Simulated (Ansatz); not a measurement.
**ZnSe (F-43m), a film clamped to a substrate**

These are results of DFT r2SCAN, scalar-relativistic, plane waves, PAW (Ansatz 0.2.0), not measurements. Cutoff 500 eV, Γ-centred 8×8×8 k-points, Gaussian smearing of 0.05 eV. No spin polarisation. Energies are free energies at this smearing, counted from the undisturbed cell; pressure is positive in compression.

The starting cell (relaxed at this level):

```
CELL_PARAMETERS angstrom
0.00000 2.83295 2.83295
2.83295 0.00000 2.83295
2.83295 2.83295 0.00000
ATOMIC_POSITIONS crystal
Zn 0.00000 0.00000 0.00000
Se 0.75000 0.75000 0.75000
```

The cell (2 atoms, V0 = 45.47 Å³) is strained by p along both x and y and by q along z, fractional coordinates fixed. τp = (1/V0) ∂E/∂p = (σxx + σyy)(1 + p)(1 + q) and τq = (1/V0) ∂E/∂q = σzz(1 + p)², with tension positive.

| p | q | ΔE (meV/atom) | τp (GPa) | τq (GPa) |
| --- | --- | --- | --- | --- |
| 0.000 | 0.000 | 0.00 | 0.03 | 0.02 |
| -0.040 | 0.000 | 35.48 | -13.13 | -4.87 |
| 0.040 | 0.000 | 29.82 | 10.00 | 3.68 |
| 0.000 | -0.040 | 10.46 | -4.63 | -3.76 |
| 0.000 | 0.040 | 10.01 | 3.86 | 3.46 |

Task: Get the second derivatives of the energy density.

Result: Central differences give A = ∂τp/∂p = 289 GPa (C11 + C22 + 2 C12), C = ∂τq/∂q = 90 GPa (C33) and the cross term B = ∂τq/∂p = 107 GPa (C13 + C23); ∂τp/∂q = 106 GPa must equal B, and any difference shows higher-order terms. Steps this large leave an error of some per cent of A or C in all of these, which can swamp a small B. The ions are clamped. In a cubic crystal C11 = C = 90, C12 = B/2 = 53 GPa and A should be 2(C11 + C12) = 287 GPa; the bulk modulus is (C11 + 2 C12)/3 = 66 GPa.

Task: A film of this crystal grows with z along the normal on a substrate that imposes p. How does its thickness respond, and what does the misfit cost?

Result: Count p and q from the stress-free cell. A free surface needs τq = 0, so q = −(B/C) p = -1.18 p. The energy density left is (A − B²/C) p²/2 = M p², with the biaxial modulus M = 81 GPa; a misfit of 1 % costs 1.15 meV/atom, against 2.05 meV/atom if the thickness were held.

The film thins when stretched in the plane and thickens when compressed, and this freedom lowers the misfit cost from 2.05 to 1.15 meV/atom at 1 % misfit. The response is typical of a tetrahedral network, in which bond angles bend more easily than bonds stretch. Relaxation along z lets angular distortion take up part of the misfit that would otherwise change the Zn–Se bond lengths. The partly ionic bonding probably helps, since it weakens the directional resistance to bending. The volume is still not conserved, so some bond-length strain remains.

Clamping the ions costs nothing here, because the symmetry of zinc blende under this tetragonal strain leaves both sublattices without an internal displacement. In both strain directions compression costs more than equal extension, as expected from steepening short-range repulsion. The single quadratic modulus therefore suits small misfits and probably understates the cost of large compressive ones. Films grown along other directions would also need the shear constant C44, where internal relaxation does matter.
